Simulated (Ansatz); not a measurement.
Input deck for Ansatz 0.2.0, then the block of the output on the nuclei.

The cell is a structure deposited in the COD, atoms as given.

```yaml
crystal:
  lattice:
    - [3.18, 0.0, 0.0]
    - [-1.59, 2.753960784, 0.0]
    - [0.0, 0.0, 5.166]
  atoms:
    - { symbol: Ga, position: [0.3333333333, 0.6666666667, 0.0] }
    - { symbol: Ga, position: [0.6666666667, 0.3333333333, 0.5] }
    - { symbol: "N", position: [0.3333333333, 0.6666666667, 0.385] }
    - { symbol: "N", position: [0.6666666667, 0.3333333333, 0.885] }
kpoints:
  mp_grid: { grid: [11, 11, 6] }
scf:
  occupations: { method: fermi_dirac, width: 0.02 }
hamiltonian:
  xc: pbe
  pseudopotentials: { kind: paw }
output:
  forces: true
  stress: true
  populations: true
  efg:
    quadrupole_moments_barn: { Ga: 0.107, "N": 0.02044 }
    contact_densities: true
```

```sh
ansatz run input.yaml --threads 1 --pin off --max-ram 3072MiB --backend cpu --events-out ev --progress --plain --runs-dir out
```

Of the output, the block on the nuclei alone is shown; the set-up, the SCF iterations, energies, forces and stress are cut.

```
--- PAW observables at the nuclei: V_zz in 10²¹ V/m², potentials from the cell's mean, atoms counted from 1 ---
  atom   1  Ga V_zz =    +2.872766   η = 0.0000   by run symmetry: allowed   C_q = +7.4326 MHz
            electrostatic potential = -4134.786335 V   contact ρ = 187399.385917 e/Å³
  atom   2  Ga V_zz =    +2.872766   η = 0.0000   by run symmetry: allowed   C_q = +7.4326 MHz
            electrostatic potential = -4134.786335 V   contact ρ = 187399.385917 e/Å³
  atom   3  N  V_zz =    -0.170256   η = 0.0000   by run symmetry: allowed   C_q = -0.0841 MHz
            electrostatic potential = -518.236094 V   contact ρ = 1413.861981 e/Å³
  atom   4  N  V_zz =    -0.170256   η = 0.0000   by run symmetry: allowed   C_q = -0.0841 MHz
            electrostatic potential = -518.236094 V   contact ρ = 1413.861981 e/Å³
```

The run took 6.3 s of wall time (6.2 s of CPU time) and 0.45 GiB at its peak, on 1 thread of Intel Xeon Platinum 8488C (Sapphire Rapids) (x86_64; 16 cores open to the job, memory cap 3.0 GiB, no GPU), a shared host with a load of 0.4 a core.

At this cell the PBE pressure is 7 GPa, so with PBE the cell would grow if it were relaxed. The largest force is 0.4 eV/Å, so the atoms aren't at the calculated equilibrium and relaxing them would move these values.
